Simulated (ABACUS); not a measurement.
# InAs under changes of volume

One of the cells (27.489 Å³/atom); the others are scaled copies at fixed shape and fractional positions:

```
In As
1.0
     0.00000    3.01800    3.01800
     3.01800    0.00000    3.01800
     3.01800    3.01800    0.00000
In As
1 1
Direct
  0.00000 0.00000 0.00000
  0.75000 0.75000 0.75000
```

```yaml
Program: ABACUS 3.10.1
Functional: PBE
Potentials_or_basis: PseudoDojo NC SR 0.4.1 PBE standard
Cutoff: 1361 eV
Density_cutoff: 5442 eV
Basis: DZP LCAO (the cutoffs set its grid)
k_mesh: 8 × 8 × 8
Occupations: fermi-dirac, width 0.05 eV
Spin: no spin polarisation
```

```csv
volume (Å³/atom),energy over the lowest point (meV/atom),pressure (GPa),gap on the mesh (eV)
25.840,?,?,?
26.389,77.75,8.2,0.30
26.939,52.39,6.6,0.17
27.489,32.52,5.1,none
28.039,17.43,3.7,none
28.588,6.78,2.5,none
29.138,0.00,1.4,none
```

Q: What does the run at 25.840 Å³/atom give?

A: Energy over the lowest point 109.12 meV/atom; pressure 10.1 GPa; gap on the mesh 0.42 eV.

Worked out: A Birch-Murnaghan fit of order 3 (a polynomial in V^(-2/3)) to the other rows has its minimum at 29.98 Å³/atom, just outside them, with B0 = V·E''(V) = 47 GPa and B' = 4.8. It gives 109.08 meV/atom at 25.840 Å³/atom, against the run's 109.12, and -dE/dV = 10.1 GPa, against 10.1.

Energies are extrapolated to zero smearing.

Caveats: the atomic orbitals were generated for these runs and aren't a published set; the basis of atomic orbitals isn't converged, which shifts pressures, moduli and gaps; spin-orbit coupling is left out, which moves the levels of the heavy elements (some runs).

A gap of «none» marks a metal or a gap under the smearing width.
